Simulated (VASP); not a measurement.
# SiC (F-43m) in VASP: band structure with PBE

Aim: the band structure of SiC with PBE.

Program: VASP 6.6.1. These are calculated values, not measurements. Logs are shortened: lines on timing, memory, paths and dates and some standing lists are left out, and cuts for length are marked.

**Measured values to compare with.**

From “Insight into the structural, elastic and electronic properties of a new orthorhombic 6O-SiC polytype”, 2020, pmc:7200658, for a bulk crystal of SiC: band gap 2.4 eV (indirect).

How close the calculation comes is told below.

## Step 1: Starting point

It takes space group F-43m (No. 216, cubic). The conventional cell has a = 4.380 Å, b = 4.380 Å, c = 4.380 Å, α = 90.00°, β = 90.00°, γ = 90.00°. Si (site symmetry -43m) has 4 C at 1.90 Å as nearest neighbours. Around C (site symmetry -43m) lie 4 Si at 1.90 Å.

## Step 2: Band structure, PBE

INCAR

```
SYSTEM = SiC
PREC = Accurate
ENCUT = 520
EDIFF = 1E-6
ISMEAR = 0
SIGMA = 0.02
LREAL = .FALSE.
LASPH = .TRUE.
NELM = 100
ALGO = Fast
ISIF = 2
LWAVE = .FALSE.
LCHARG = .FALSE.
GGA = PE
NBANDS = 11
```

KPOINTS

```
regular mesh
0
G
  10 10 10
  0 0 0
```

POSCAR

```
SiC
1.0
    0.0000000000      2.1898720000      2.1898720000
    2.1898720000      0.0000000000      2.1898720000
    2.1898720000      2.1898720000      0.0000000000
Si C
1 1
Direct
    0.0000000000      0.0000000000      0.0000000000
    0.2500000000      0.2500000000      0.2500000000
```

KPOINTS_OPT

```
path GXWKGLUWLK,UX
20
line-mode
reciprocal
 0.0000000000  0.0000000000  0.0000000000  G
 0.5000000000  0.0000000000  0.5000000000  X

 0.5000000000  0.0000000000  0.5000000000  X
 0.5000000000  0.2500000000  0.7500000000  W

 0.5000000000  0.2500000000  0.7500000000  W
 0.3750000000  0.3750000000  0.7500000000  K

 0.3750000000  0.3750000000  0.7500000000  K
 0.0000000000  0.0000000000  0.0000000000  G

 0.0000000000  0.0000000000  0.0000000000  G
 0.5000000000  0.5000000000  0.5000000000  L

 0.5000000000  0.5000000000  0.5000000000  L
 0.6250000000  0.2500000000  0.6250000000  U

 0.6250000000  0.2500000000  0.6250000000  U
 0.5000000000  0.2500000000  0.7500000000  W

 0.5000000000  0.2500000000  0.7500000000  W
 0.5000000000  0.5000000000  0.5000000000  L

 0.5000000000  0.5000000000  0.5000000000  L
 0.3750000000  0.3750000000  0.7500000000  K

 0.6250000000  0.2500000000  0.6250000000  U
 0.5000000000  0.0000000000  0.5000000000  X
```

Potentials or basis: VASP PAW PBE potentials, release 64 (Si, C).

The run is started by

```sh
> cat potpaw_PBE.64/Si/POTCAR potpaw_PBE.64/C/POTCAR > POTCAR
> mpirun -np 1 vasp_std > vasp.out
```

OUTCAR:

```text
SYSTEM = SiC
   PREC = Accurate
   ENCUT = 520
   EDIFF = 1E-6
   ISMEAR = 0
   LREAL = .FALSE.
   LASPH = .TRUE.
   NELM = 100
   ISIF = 2
   GGA = PE

 ion  position               nearest neighbor table
   1  0.000  0.000  0.000-   2 1.90   2 1.90   2 1.90   2 1.90
   2  0.250  0.250  0.250-   1 1.90   1 1.90   1 1.90   1 1.90

  LATTYP: Found a face centered cubic cell.
 ALAT       =     4.3797440000

  Lattice vectors:

 A1 = (   0.0000000000,   2.1898720000,   2.1898720000)
 A2 = (   2.1898720000,   0.0000000000,   2.1898720000)
 A3 = (   2.1898720000,   2.1898720000,   0.0000000000)

Analysis of symmetry for initial positions (statically):
=====================================================================
 Subroutine PRICEL returns:
 Original cell was already a primitive cell.

 Routine SETGRP: Setting up the symmetry group for a
 face centered cubic supercell.

 Subroutine GETGRP returns: Found 24 space group operations
 (whereof 24 operations were pure point group operations)
 out of a pool of 48 trial point group operations.

The static configuration has the point symmetry T_d .

Analysis of symmetry for dynamics (positions and initial velocities):
=====================================================================
 Subroutine PRICEL returns:
 Original cell was already a primitive cell.

 Routine SETGRP: Setting up the symmetry group for a
 face centered cubic supercell.

 Subroutine GETGRP returns: Found 24 space group operations
 (whereof 24 operations were pure point group operations)
 out of a pool of 48 trial point group operations.

The dynamic configuration has the point symmetry T_d .

 Subroutine INISYM returns: Found 24 space group operations
 (whereof 24 operations are pure point group operations),
 and found     1 'primitive' translations

----------------------------------------------------------------------------------------

                                     Primitive cell

  volume of cell :      21.0032

  direct lattice vectors                    reciprocal lattice vectors
     0.000000000  2.189872000  2.189872000    -0.228323847  0.228323847  0.228323847
     2.189872000  0.000000000  2.189872000     0.228323847 -0.228323847  0.228323847
     2.189872000  2.189872000  0.000000000     0.228323847  0.228323847 -0.228323847

  length of vectors
     3.096946682  3.096946682  3.096946682     0.395468504  0.395468504  0.395468504

  position of ions in fractional coordinates (direct lattice)
     0.000000000  0.000000000  0.000000000
     0.250000000  0.250000000  0.250000000

  ion indices of the primitive-cell ions
   primitive index   ion index
                 1           1
                 2           2

----------------------------------------------------------------------------------------

 KPOINTS: regular mesh

Automatic generation of k-mesh.
 Grid dimensions read from file:
 generate k-points for:   10   10   10

 Generating k-lattice:

  Cartesian coordinates                     Fractional coordinates (reciprocal lattice)
    -0.022832385  0.022832385  0.022832385     0.100000000  0.000000000  0.000000000
     0.022832385 -0.022832385  0.022832385     0.000000000  0.100000000  0.000000000
     0.022832385  0.022832385 -0.022832385     0.000000000  0.000000000  0.100000000

  Length of vectors
     0.039546850  0.039546850  0.039546850

  Shift w.r.t. Gamma in fractional coordinates (k-lattice)
     0.000000000  0.000000000  0.000000000

 Subroutine IBZKPT returns following result:
 ===========================================

 Found     47 irreducible k-points:

 Following reciprocal coordinates:
            Coordinates               Weight
  0.000000  0.000000  0.000000      1.000000
  0.100000  0.000000  0.000000      8.000000
  0.200000  0.000000  0.000000      8.000000
  0.300000  0.000000  0.000000      8.000000
  0.400000  0.000000  0.000000      8.000000
  0.500000  0.000000  0.000000      4.000000
[... 16 lines left out ...]
  0.300000  0.300000  0.000000      6.000000
  0.400000  0.300000  0.000000     24.000000
 [... further k-points ...]
   k-points           NKPTS =     47   k-points in BZ     NKDIM =     47   number of bands    NBANDS=     11
   number of dos      NEDOS =    301   number of ions     NIONS =      2
   total plane-waves  NPLWV =  13824
   dimension x,y,z NGX =    24 NGY =   24 NGZ =   24
   dimension x,y,z NGXF=    48 NGYF=   48 NGZF=   48
   ions per type =               1   1
   NGX,Y,Z   is equivalent  to a cutoff of  12.88, 12.88, 12.88 a.u.
   NGXF,Y,Z  is equivalent  to a cutoff of  25.77, 25.77, 25.77 a.u.
 SYSTEM =  SiC
   PREC   = accura    normal or accurate (medium, high low for compatibility)
   ISTART =      0    job   : 0-new  1-cont  2-samecut
   ICHARG =      2    charge: 1-file 2-atom 10-const
   ISPIN  =      1    spin polarized calculation?
   LNONCOLLINEAR =      F non collinear calculations
   LSORBIT =      F    spin-orbit coupling
   LASPH  =      T    aspherical Exc in radial PAW
   ENCUT  =  520.0 eV  38.22 Ry    6.18 a.u.   5.76  5.76  5.76*2*pi/ulx,y,z
   NELM   =    100;   NELMIN=  2; NELMDL= -5     # of ELM steps
   EDIFF  = 0.1E-05   stopping-criterion for ELM
   LREAL  =      F    real-space projection
[... 7 lines left out ...]
   TEBEG  =    0.0;   TEEND  =   0.0 temperature during run
   PSTRESS=    0.0 pullay stress
   NELECT =       8.0000    total number of electrons
   NUPDOWN=      -1.0000    fix difference up-down
   EMIN   =  10.00;   EMAX   =-10.00  energy-range for DOS
   EFERMI =   0.00;   METHOD = LEGACY
   ISMEAR =     0;   SIGMA  =   0.02  broadening in eV -4-tet -1-fermi 0-gaus
   EFERMI_NEDOS =   21; number of points for ismear=-14 and -15
   IALGO  =     68    algorithm
   IMIX   =      4    mixing-type and parameters
     AMIX     =   0.40;   BMIX     =  1.00
     AMIX_MAG =   1.60;   BMIX_MAG =  1.00
  volume/ion in A,a.u.               =      10.50        70.87
  Fermi-wavevector in a.u.,A,eV,Ry     =   1.186705  2.242547 19.160659  1.408269
  Thomas-Fermi vector in A             =   2.322872
   LORBIT       =      0    0 simple, 1 ext, 2 COOP (PROOUT), +10 PAW based schemes
   GGA     = PE    functional components
   LHFCALC =     F    Hartree Fock is set to
   AEXX    =    0.0000 exact exchange contribution
   IVDW    =     0    specifies the selected vdW correction
   LEPSILON=     F    determine dielectric tensor
   LRPA    =     F    only Hartree local field effects (RPA)
 non-spin polarized calculation
 RMM-DIIS sequential band-by-band and
 Gauss-broadening in eV      SIGMA  =   0.02
  energy-cutoff  :      520.00
  volume of cell :       21.00
 maximum number of plane-waves:       588
   NGX = 11   NGY = 11   NGZ = 11

 number of electron       8.0000001 magnetization

 Free energy of the ion-electron system (eV)
  ---------------------------------------------------
  ext. energy  EPLUGINS =         0.00000000
  ---------------------------------------------------
  free energy    TOTEN  =       -15.06083284 eV

  energy without entropy =      -15.06083284  energy(sigma->0) =      -15.06083284

 E-fermi :   8.0407     XC(G=0): -11.2911

 val. band max:        7.9406169677   @ k =   0.0000   0.0000   0.0000
 cond. band min:       9.3108825569   @ k =   0.5000   0.5000   0.0000
 fundamental gap:      1.3702655892
 Fermi energy:         8.0407482663

 k-point     1 :       0.0000    0.0000    0.0000
  band No.  band energies     occupation
      1      -7.3462      2.00000
      2       7.9406      2.00000
      3       7.9406      2.00000
      4       7.9406      2.00000
      5      13.9997      0.00000
      6      15.1444      0.00000
      7      15.1444      0.00000
      8      15.1444      0.00000
      9      22.3598      0.00000
     10      22.3598      0.00000
     11      24.1903      0.00000

 k-point     2 :       0.1000    0.0000    0.0000
  band No.  band energies     occupation
      1      -7.1532      2.00000
      2       6.9339      2.00000
      3       7.8073      2.00000
      4       7.8073      2.00000
      5      14.2822      0.00000
      6      15.3856      0.00000
      7      15.3856      0.00000
      8      15.3997      0.00000
      9      21.4260      0.00000
     10      21.4260      0.00000
     11      24.0913      0.00000

 k-point     3 :       0.2000    0.0000    0.0000
  band No.  band energies     occupation
      1      -6.5828      2.00000
      2       4.8286      2.00000
      3       7.5015      2.00000
      4       7.5015      2.00000
      5      14.0120      0.00000
      6      15.7480      0.00000
      7      15.7480      0.00000
      8      16.5852      0.00000
      9      20.7659      0.00000
     10      20.7659      0.00000
     11      23.2150      0.00000

 k-point     4 :       0.3000    0.0000    0.0000
  band No.  band energies     occupation
      1      -5.6710      2.00000
      2       2.5385      2.00000
      3       7.1866      2.00000
      4       7.1866      2.00000
      5      13.6036      0.00000
      6      15.6301      0.00000
      7      15.6301      0.00000
      8      17.5771      0.00000
      9      21.5622      0.00000
     10      21.5622      0.00000
     11      22.9281      0.00000
[... 239 lines left out ...]
 k-point    22 :      -0.2000    0.2000    0.0000
  band No.  band energies     occupation
      1      -5.3648      2.00000
      2       3.1633      2.00000
      3       4.7524      2.00000
      4       7.2934      2.00000
      5      14.4257      0.00000
      6      15.8205      0.00000
      7      16.2210      0.00000
      8      16.9768      0.00000
      9      19.4072      0.00000
     10      23.2147      0.00000
     11      26.9462      0.00000

 k-point    23 :       0.3000    0.3000    0.0000
  band No.  band energies     occupation
      1      -5.1015      2.00000
      2       3.5865      2.00000
      3       5.5995      2.00000
      4       5.5995      2.00000
      5      11.0843      0.00000
      6      13.4959      0.00000
      7      19.3285      0.00000
      8      19.3285      0.00000
      9      20.1806      0.00000
     10      24.9161      0.00000
     11      29.4560      0.00000

 k-point    24 :       0.4000    0.3000    0.0000
  band No.  band energies     occupation
      1      -4.2445      2.00000
      2       2.3770      2.00000
      3       4.8191      2.00000
      4       5.3393      2.00000
      5      10.7986      0.00000
      6      13.5028      0.00000
      7      19.4028      0.00000
      8      19.7313      0.00000
      9      21.5348      0.00000
     10      25.8799      0.00000
     11      28.9678      0.00000

 [... further k-points ...]
[... 5 lines left out ...]
  --------------------------------------------------------------------------------------
  -------------------------------------------------------------------------------------
  Total       -0.0070823     -0.0070823     -0.0070823      0.0000000      0.0000000      0.0000000
  in kB       -0.5402527     -0.5402527     -0.5402527      0.0000000      0.0000000      0.0000000
  external PRESSURE =      -0.5402527 kB  Pullay stress =       0.0000000 kB

 VOLUME and BASIS-vectors are now :
 -----------------------------------------------------------------------------
  energy-cutoff  :      520.00
  volume of cell :       21.00
      direct lattice vectors                 reciprocal lattice vectors
     0.000000000  2.189872000  2.189872000    -0.228323847  0.228323847  0.228323847
     2.189872000  0.000000000  2.189872000     0.228323847 -0.228323847  0.228323847
     2.189872000  2.189872000  0.000000000     0.228323847  0.228323847 -0.228323847

 POSITION                                       TOTAL-FORCE (eV/Angst)
 -----------------------------------------------------------------------------------
      0.00000      0.00000      0.00000         0.000000      0.000000      0.000000
      1.09494      1.09494      1.09494        -0.000000     -0.000000     -0.000000
 -----------------------------------------------------------------------------------
    total drift:                                0.000000      0.000000      0.000000

  FREE ENERGIE OF THE ION-ELECTRON SYSTEM (eV)
  ---------------------------------------------------
  free  energy   TOTEN  =       -15.0608328382 eV

  energy  without entropy=      -15.0608328382  energy(sigma->0) =      -15.06083284
```

Run time: 30 s. Hardware: 1 thread of Intel Xeon Platinum 8175M at 2.50GHz (Skylake/Cascade Lake), shared host; peak memory 0.14 GiB.

What came out:

```yaml
Free_energy: -15.0608 eV
Pressure: -0.1 GPa
Band_gap_on_the_k_mesh: 1.37 eV, indirect (least direct gap 4.53 eV)
Band_gap_along_the_path: 1.37 eV, indirect (least direct gap 4.53 eV)
```

Levels at the corners of the path, in eV from the valence-band top:
```
point  band 1  band 2  band 3  band 4  band 5  band 6  band 7  band 8
    Γ  -15.29    0.00    0.00    0.00    6.06    7.20    7.20    7.20
    X  -10.34   -7.75   -3.16   -3.16    1.37    4.27   13.86   13.86
    X  -10.34   -7.75   -3.16   -3.16    1.37    4.27   13.86   13.86
    W  -10.12   -7.00   -4.92   -4.63    5.19    9.30    9.32    9.70
    W  -10.12   -7.00   -4.92   -4.63    5.19    9.30    9.32    9.70
    K  -10.34   -7.24   -5.47   -2.57    3.10    7.68   11.72   12.30
    K  -10.34   -7.24   -5.47   -2.57    3.10    7.68   11.72   12.30
    Γ  -15.29    0.00    0.00    0.00    6.06    7.20    7.20    7.20
    Γ  -15.29    0.00    0.00    0.00    6.06    7.20    7.20    7.20
    L  -11.78   -8.45   -1.05   -1.05    5.30    7.17    7.17    9.97
    L  -11.78   -8.45   -1.05   -1.05    5.30    7.17    7.17    9.97
    U  -10.34   -7.24   -5.47   -2.57    3.10    7.68   11.72   12.30
    U  -10.34   -7.24   -5.47   -2.57    3.10    7.68   11.72   12.30
    W  -10.12   -7.00   -4.92   -4.63    5.19    9.30    9.32    9.70
    W  -10.12   -7.00   -4.92   -4.63    5.19    9.30    9.32    9.70
    L  -11.78   -8.45   -1.05   -1.05    5.30    7.17    7.17    9.97
    L  -11.78   -8.45   -1.05   -1.05    5.30    7.17    7.17    9.97
    K  -10.34   -7.24   -5.47   -2.57    3.10    7.68   11.72   12.30
    U  -10.34   -7.24   -5.47   -2.57    3.10    7.68   11.72   12.30
    X  -10.34   -7.75   -3.16   -3.16    1.37    4.27   13.86   13.86
```

## Step 3: Comparison with measurements

Step 2. A measured gap of SiC is 2.4 eV (indirect; quoted in “Insight into the structural, elastic and electronic properties of a new orthorhombic 6O-SiC polytype”, 2020, pmc:7200658); the calculated 1.37 eV misses it by -1.03 eV. The value is that of PBE, without temperature or zero-point motion. Semilocal functionals fall short of measured gaps as a rule.
